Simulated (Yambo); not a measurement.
MgS (Niningerite): G0W0 quasiparticle levels with PBE

The system is MgS (Niningerite).

```xyz
2
Lattice="0.0000 2.6016 2.6016 2.6016 0.0000 2.6016 2.6016 2.6016 0.0000" Properties=species:S:1:pos:R:3 pbc="T T T"
S     2.6016    2.6016    2.6016
Mg    0.0000    0.0000    0.0000
```

```
Program                                       : Yambo 5.3.0
Task                                          : G0W0 quasiparticle levels
Functional                                    : PBE
Potentials or basis                           : SPMS 1.0 PBE
Cutoff                                        : 762 eV
Density cutoff                                : 3048 eV
k mesh                                        : 5 × 5 × 5
Occupations                                   : fixed
Spin                                          : no spin polarisation
Random integration of the Coulomb term        : yes
Direction of the field or of q to 0           : x + y + z
Broadening                                    : 0.1 eV
States corrected                              : Γ and the k points of the band edges
Frequency dependence of W                     : plasmon pole
Terminator of the band sum in the self-energy : none
Quasiparticle equation                        : linearised (Newton)
Imaginary frequency of the plasmon-pole fit   : 27.2114 eV
Model core density in Vxc                     : yes
Bands in the response                         : 108
Bands in the self-energy                      : 108
Cutoff of the response matrix                 : 8 Ry
Cutoff of exchange and Vxc                    : 56 Ry
Bands corrected (first, last)                 : [7, 10]
```

```
Band gap on the k mesh, mean-field level          : 3.19 eV, indirect (least direct gap 3.70 eV)
Quasiparticle gap                                 : 4.40 eV
Least direct quasiparticle gap                    : 5.13 eV
Quasiparticle gap at Γ                            : 5.13 eV
Band gap of the same states before the correction : 3.19 eV
```

Quasiparticle terms (eV):
| k point | band | Kohn-Sham level | Vxc | Σx | Σc | Z | result |
| --- | --- | --- | --- | --- | --- | --- | --- |
| (0.000, 0.000, 0.000) | 7 | 0.00 | -13.76 | -16.32 | 1.65 | 0.79 | -0.72 |
| (0.000, 0.000, 0.000) | 8 | 0.00 | -13.76 | -16.32 | 1.65 | 0.79 | -0.72 |
| (0.000, 0.000, 0.000) | 9 | 3.70 | -11.29 | -6.43 | -4.00 | 0.82 | 4.41 |
| (0.000, 0.000, 0.000) | 10 | 7.93 | -9.52 | -4.56 | -4.33 | 0.82 | 8.43 |
| (0.000, 0.400, 0.400) | 7 | -1.55 | -12.76 | -15.99 | 2.04 | 0.78 | -2.49 |
| (0.000, 0.400, 0.400) | 8 | -1.55 | -12.76 | -15.99 | 2.04 | 0.78 | -2.49 |
| (0.000, 0.400, 0.400) | 9 | 3.19 | -10.43 | -6.09 | -3.75 | 0.82 | 3.68 |
| (0.000, 0.400, 0.400) | 10 | 4.59 | -8.61 | -4.52 | -3.78 | 0.83 | 4.84 |

Caveat: mesh, valence shells or block size may be too small for converged GW; the basis isn't converged for GW; a mesh with odd counts misses the zone's faces, so its gaps can be larger than the crystal's; this version prints the column dSc/dw multiplied by 27.2; Vxc holds the model core while the exchange holds valence states alone, which moves gaps by tenths of an eV; an odd mesh through Γ misses points on the zone boundary, where band edges often lie.
